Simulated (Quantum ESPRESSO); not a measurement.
Zr under changes of volume

One of the cells (23.281 Å³/atom); the others are scaled copies at fixed shape and fractional positions:

```
Zr
1.0
     3.23200    0.00000    0.00000
    -1.61600    2.79899    0.00000
     0.00000    0.00000    5.14700
Zr
2
Direct
  0.66667 0.33333 0.75000
  0.33333 0.66667 0.25000
```

- Program: Quantum ESPRESSO 7.5
- Functional: r2SCAN
- Potentials or basis: SG15 PBE 1.2
- Cutoff: 898 eV
- Density cutoff: 3592 eV
- k mesh: 7 × 7 × 4
- Occupations: fermi-dirac, width 0.05 eV
- Spin: no spin polarisation

| volume (Å³/atom) | energy over the lowest point (meV/atom) | pressure (GPa) |
| --- | --- | --- |
| 21.884 | ? | ? |
| 22.350 | 19.97 | 5.4 |
| 22.815 | 7.35 | 3.2 |
| 23.281 | 0.84 | 1.2 |
| 23.746 | 0.00 | -0.7 |
| 24.212 | 4.45 | -2.5 |
| 24.678 | 13.82 | -4.1 |

Q: What does the run at 21.884 Å³/atom give?

A: Energy over the lowest point 39.24 meV/atom; pressure 7.8 GPa.

Worked out: A Birch-Murnaghan fit of order 3 (a polynomial in V^(-2/3)) to the other rows has its minimum at 23.58 Å³/atom with B0 = V·E''(V) = 94 GPa (rough, since the energies scatter) at fixed shape and positions, which overstates the stiffness. It gives 39.19 meV/atom at 21.884 Å³/atom, against the run's 39.24, and -dE/dV = 7.8 GPa, against 7.8.

Energies are extrapolated to zero smearing.

Caveats: the potentials were made for another functional, which shifts forces and pressure.
